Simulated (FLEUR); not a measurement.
# CuO (P4/mmm) in FLEUR: further runs, part 2 of 2

FLEUR MaX-R8.1 (later development tree). The steps go on from the part before.

## 3. Equation of state, PBEsol, 10.54 Å³/atom (volume scaled by 0.94)

Changes to inp.xml since step 2:

```diff
@@ -6,3 +6,3 @@
    <calculationSetup>
-      <cutoffs Kmax="5.08" Gmax="15.7" GmaxXC="15.7" numbands="0"/>
+      <cutoffs Kmax="5.24" Gmax="16.2" GmaxXC="16.2" numbands="0"/>
       <scfLoop itmax="60" minDistance="0.00001" maxIterBroyd="15" imix="Anderson" alpha="0.05" precondParam="0.0" spinf="2.0" sdNocoIR="T"/>
@@ -24,3 +24,3 @@
       <xi:include xmlns:xi="http://www.w3.org/2001/XInclude" href="sym.xml"> </xi:include>
-      <bulkLattice scale="1.0">
+      <bulkLattice scale="0.9795861087">
          <bravaisMatrix>
@@ -34,3 +34,3 @@
       <species name="Copper (Cu)" element="Cu" atomicNumber="29">
-         <mtSphere radius="1.93" gridPoints="639" logIncrement="0.019"/>
+         <mtSphere radius="1.87" gridPoints="639" logIncrement="0.019"/>
          <atomicCutoffs lmax="8" lnonsphr="8"/>
@@ -49,3 +49,3 @@
       <species name="Oxygen (O)" element="O" atomicNumber="8">
-         <mtSphere radius="1.47" gridPoints="487" logIncrement="0.022"/>
+         <mtSphere radius="1.43" gridPoints="487" logIncrement="0.022"/>
          <atomicCutoffs lmax="8" lnonsphr="8"/>
```

Potentials or basis: all-electron, FLAPW.

The run is started by

```
$ inpgen -f crystal.txt -profile fastHighL
$ # inp.xml edited to the form shown
$ fleur_MPI
```

The program printed:

```text
Welcome to FLEUR        (www.flapw.de)
      MaX-Release 8.1          (www.max-centre.eu)

 ========== k-point set info ==========
 Selected k-point list: default-1
 k-point list type: mesh
 7 x 7 x 7
 Number of k points: 40

 ------------Calculation Setup---------------------------
 Number of MPI-tasks      :            1
 Number of PE/node        :            1
 Number of OMP-threads    :            1
 Most efficient MPI parallelization for:
           1           2           4           5           8          10          20          40
 Additional eigenvalue parallelization possible
 Number of basis functions:         1266
 Approximate size of matrices (H+S) per k-point:         0.024 GB
 --------------------------------------------------------
 Iteration:     1   Distance:      47.58881830 me/bohr^3
 Iteration:     2   Distance:      36.31504167 me/bohr^3
 Iteration:     3   Distance:      15.25338548 me/bohr^3
 Iteration:     4   Distance:      13.50262822 me/bohr^3
 Iteration:     5   Distance:       6.71174322 me/bohr^3
 Iteration:     6   Distance:       5.01740795 me/bohr^3
 Iteration:     7   Distance:       3.42202960 me/bohr^3
 Iteration:     8   Distance:       1.69799532 me/bohr^3
 Iteration:     9   Distance:       1.44843708 me/bohr^3
 Iteration:    10   Distance:       0.70699626 me/bohr^3
[... 6 lines left out ...]
 Iteration:    17   Distance:       0.00924698 me/bohr^3
 Iteration:    18   Distance:       0.00538148 me/bohr^3
 Iteration:    19   Distance:       0.00153508 me/bohr^3
 Iteration:    20   Distance:       0.00103576 me/bohr^3
 Iteration:    21   Distance:       0.00029586 me/bohr^3
 Iteration:    22   Distance:       0.00022115 me/bohr^3
 Iteration:    23   Distance:       0.00007296 me/bohr^3
 Iteration:    24   Distance:       0.00001903 me/bohr^3
 Iteration:    25   Distance:       0.00001966 me/bohr^3
 Iteration:    26   Distance:       0.00000221 me/bohr^3

 ********************************************************************
 Run finished successfully
 Stop message:
   all done
 ********************************************************************
```

out.xml (last iteration):

```text
<iteration numberForCurrentRun="   26" overallNumber="   26">
         <energyParameters units="Htr">
            <atomicEP atomType="1" spin="1" branch="4s" branchLowest="-3.85" branchHighest="2.91" value="-0.0020217320"/>
            <atomicEP atomType="1" spin="1" branch="4p" branchLowest="-2.26" branchHighest="3.68" value="0.1345199734"/>
            <atomicEP atomType="1" spin="1" branch="3d" branchLowest="-9.99" branchHighest="0.36" value="0.1347760065"/>
            <atomicEP atomType="1" spin="1" branch="4f" branchLowest="-9.99" branchHighest="4.96" value="0.4526363165"/>
[... 177 lines left out ...]
            </atomTypeDependentContributions>
            <tkbTimesEntropy value="0.0010272833"/>
            <freeEnergy value="-5185.9781081677"/>
            <extrapolationTo0K value="-5185.9775945261"/>
         </totalEnergy>
         <densityConvergence units="me/bohr^3">
            <chargeDensity spin="1" distance="0.0000022127"/>
         </densityConvergence>
      </iteration>
```

Run time: 15 min. Hardware: 1 thread of Arm Neoverse V1, shared host; peak memory 0.13 GiB.

What came out:

| Quantity | Value |
| --- | --- |
| Free energy | -141117.6534 eV |
| Band gap on the k mesh | none (metal or under the smearing width) |
| Valence electrons inside the program's atomic spheres | Cu 17.00, 16.98; O 4.59, 4.54 (radii Cu 1.87, O 1.43 bohr) |

Caveat: an odd number of electrons without spin polarisation forces a metal; a magnetic or distorted state may lie lower; the run has no spin polarisation, though such a crystal can be magnetic; semilocal functionals often make such compounds metallic where correlation or magnetic order opens a gap, which also shifts bond lengths.

## 4. Equation of state, PBEsol, 10.77 Å³/atom (volume scaled by 0.96)

Changes to inp.xml since step 3:

```diff
@@ -24,3 +24,3 @@
       <xi:include xmlns:xi="http://www.w3.org/2001/XInclude" href="sym.xml"> </xi:include>
-      <bulkLattice scale="0.9795861087">
+      <bulkLattice scale="0.9864848297">
          <bravaisMatrix>
```

The run is started by

```
$ inpgen -f crystal.txt -profile fastHighL
$ # inp.xml edited to the form shown
$ fleur_MPI
```

Wall time 15 min (1 thread of Arm Neoverse V1, shared host); peak memory 0.13 GiB.

The run converged. Its results:

```yaml
Free_energy: -141117.6736 eV
Band_gap_on_the_k_mesh: none (metal or under the smearing width)
Valence_electrons_inside_the_program's_atomic_spheres: Cu 16.99, 16.97; O 4.57, 4.53 (radii Cu 1.87, O 1.43 bohr)
```

Caveat: an odd number of electrons without spin polarisation forces a metal; a magnetic or distorted state may lie lower; the run has no spin polarisation, though such a crystal can be magnetic; semilocal functionals often make such compounds metallic where correlation or magnetic order opens a gap, which also shifts bond lengths.

## 5. Equation of state, PBEsol, 11.22 Å³/atom

Changes to inp.xml since step 4:

```diff
@@ -24,3 +24,3 @@
       <xi:include xmlns:xi="http://www.w3.org/2001/XInclude" href="sym.xml"> </xi:include>
-      <bulkLattice scale="0.9864848297">
+      <bulkLattice scale="1.0000000000">
          <bravaisMatrix>
```

The run is started by

```
$ inpgen -f crystal.txt -profile fastHighL
$ # inp.xml edited to the form shown
$ fleur_MPI
```

Wall time 17 min (1 thread of Arm Neoverse V1, shared host); peak memory 0.14 GiB.

Results (log left out):

* Free energy: -141117.6299 eV
* Band gap on the k mesh: none (metal or under the smearing width)
* Valence electrons inside the program's atomic spheres: Cu 16.97, 16.94; O 4.55, 4.51 (radii Cu 1.87, O 1.43 bohr)

Caveat: an odd number of electrons without spin polarisation forces a metal; a magnetic or distorted state may lie lower; the run has no spin polarisation, though such a crystal can be magnetic; semilocal functionals often make such compounds metallic where correlation or magnetic order opens a gap, which also shifts bond lengths.

## 6. Equation of state, PBEsol, 11.67 Å³/atom (volume scaled by 1.04)

Changes to inp.xml since step 5:

```diff
@@ -24,3 +24,3 @@
       <xi:include xmlns:xi="http://www.w3.org/2001/XInclude" href="sym.xml"> </xi:include>
-      <bulkLattice scale="1.0000000000">
+      <bulkLattice scale="1.0131594038">
          <bravaisMatrix>
```

Potentials or basis: all-electron, FLAPW.

The run is started by

```
$ inpgen -f crystal.txt -profile fastHighL
$ # inp.xml edited to the form shown
$ fleur_MPI
```

It took 19 min on 1 thread of Arm Neoverse V1, shared host; peak memory 0.15 GiB.

Results (log left out):

```
Free energy                                           : -141117.4945 eV
Band gap on the k mesh                                : none (metal or under the smearing width)
Valence electrons inside the program's atomic spheres : Cu 16.96, 16.92; O 4.53, 4.49 (radii Cu 1.87, O 1.43 bohr)
```

Caveat: an odd number of electrons without spin polarisation forces a metal; a magnetic or distorted state may lie lower; the run has no spin polarisation, though such a crystal can be magnetic; semilocal functionals often make such compounds metallic where correlation or magnetic order opens a gap, which also shifts bond lengths.

## 7. Equation of state, PBEsol, 11.89 Å³/atom (volume scaled by 1.06)

Changes to inp.xml since step 6:

```diff
@@ -24,3 +24,3 @@
       <xi:include xmlns:xi="http://www.w3.org/2001/XInclude" href="sym.xml"> </xi:include>
-      <bulkLattice scale="1.0131594038">
+      <bulkLattice scale="1.0196128224">
          <bravaisMatrix>
```

The run is started by

```
$ inpgen -f crystal.txt -profile fastHighL
$ # inp.xml edited to the form shown
$ fleur_MPI
```

Wall time 19 min (1 thread of Arm Neoverse V1, shared host); peak memory 0.15 GiB.

The run converged. Its results:

```yaml
Free_energy: -141117.3982 eV
Band_gap_on_the_k_mesh: none (metal or under the smearing width)
Valence_electrons_inside_the_program's_atomic_spheres: Cu 16.95, 16.91; O 4.52, 4.48 (radii Cu 1.87, O 1.43 bohr)
```

Caveat: an odd number of electrons without spin polarisation forces a metal; a magnetic or distorted state may lie lower; the run has no spin polarisation, though such a crystal can be magnetic; semilocal functionals often make such compounds metallic where correlation or magnetic order opens a gap, which also shifts bond lengths.

## 8. Equation of state, PBEsol

No new run: the results of the series are fitted here.

Results:

```
Equilibrium volume                        : 10.81 Å³/atom
Bulk modulus at fixed shape and positions : 163 GPa
Pressure derivative of the bulk modulus   : 4.6 (rough: it moves with the points fitted)
```

Energy against volume, from the lowest point:
| volume (Å³/atom) | energy (meV/atom) |
| --- | --- |
| 10.545 | 3.37 |
| 10.769 | 0.00 |
| 11.218 | 7.29 |
| 11.667 | 29.85 |
| 11.891 | 45.91 |

Caveat: the cell was scaled at fixed shape and fractional positions, which overstates the stiffness of a crystal with free parameters, most of all of layers and chains; the run has no spin polarisation, though such a crystal can be magnetic.
